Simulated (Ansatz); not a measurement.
CdS (CsCl type), DFT, PBE, all-electron LAPW, scalar-relativistic (Ansatz 0.2.0), on 1 thread of Arm Neoverse V1 (shared host).

Command: `ansatz run input.yaml --threads 1 --pin off --max-ram 2048MiB --backend cpu --events-out ev --progress --plain --runs-dir out`

```yaml
crystal:
  lattice:
    - [3.3167200724, 0.0, 0.0]
    - [0.0, 3.3167200724, 0.0]
    - [0.0, 0.0, 3.3167200724]
  atoms:
    - { symbol: Cd, position: [0.0, 0.0, 0.0] }
    - { symbol: S, position: [0.5, 0.5, 0.5] }
kpoints:
  mp_grid: { grid: [14, 14, 14] }
scf:
  occupations: { method: fermi_dirac, width: 0.05 }
hamiltonian:
  xc: pbe
  pseudopotentials: { kind: all_electron, lapw: { basis_error: 0.001 } }
output:
  forces: true
  stress: true
  eigenvalues: true
  populations: true
```

Task: How large is the problem that the program sets up?

Result: 120 irreducible k-points, 203 plane waves at Γ, 21 bands.

Task: About how long does it take?

Result: 20 s of wall time for 9 SCF iterations. Times on shared machines scatter by tens of per cent.
